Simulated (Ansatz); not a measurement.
## MgI2 and its competing phases

Method: DFT PBE+D3(BJ), scalar-relativistic, plane waves, PAW in Ansatz. All cells share a 420 eV cutoff and Γ-centred k meshes spaced at most about 0.3 Å⁻¹ (2π included). No spin polarisation.

Energies over the elements count from the elements' standard structures at the same level, with no fitted energy shifts.

Temperature and zero-point effects are left out. Spin–orbit coupling, which can matter for I, is left out.

The competitors are the elements and 1 reference phase of this chemical system (from databases or known types: MgI2), relaxed at the same level; other known phases may be missing.

The candidate was reached from: sheets of the ErSe2 type as a bilayer. Only a and b repeat, and vacuum parts the sheet from its images along c.

```yaml
crystal:
  periodic: [true, true, false]
  lattice:
    - [4.12912, 0.00000, 0.00000]
    - [-2.06456, 3.57592, 0.00000]
    - [0.00000, 0.00000, 44.20651]
  atoms:
    - { symbol: Mg, position: [0.00000, 0.00000, 0.19371] }
    - { symbol: Mg, position: [0.33333, 0.66667, 0.34920] }
    - { symbol: I, position: [0.33333, 0.66667, 0.23166] }
    - { symbol: I, position: [0.66667, 0.33333, 0.15568] }
    - { symbol: I, position: [0.66667, 0.33333, 0.38723] }
    - { symbol: I, position: [0.00000, 0.00000, 0.31125] }
```

Task: Where does it stand against these competitors?

Result: Not the lowest form: another structure of the same formula lies lower. Its formation energy is -1.036 eV/atom. The lowest competing phase at this composition is this:

```tsv
phase	space group	source	share of atoms	ΔE_f (eV/atom)
MgI2	P-3m1 (No. 164)	Materials Project	1.0000	-1.071
```

The candidate lies 35 meV/atom above this phase (36 meV/atom from unrounded values). The rivals are bulk phases, so the margin includes the cost of making a free sheet. Whether it is a true minimum wasn't tested by phonons.
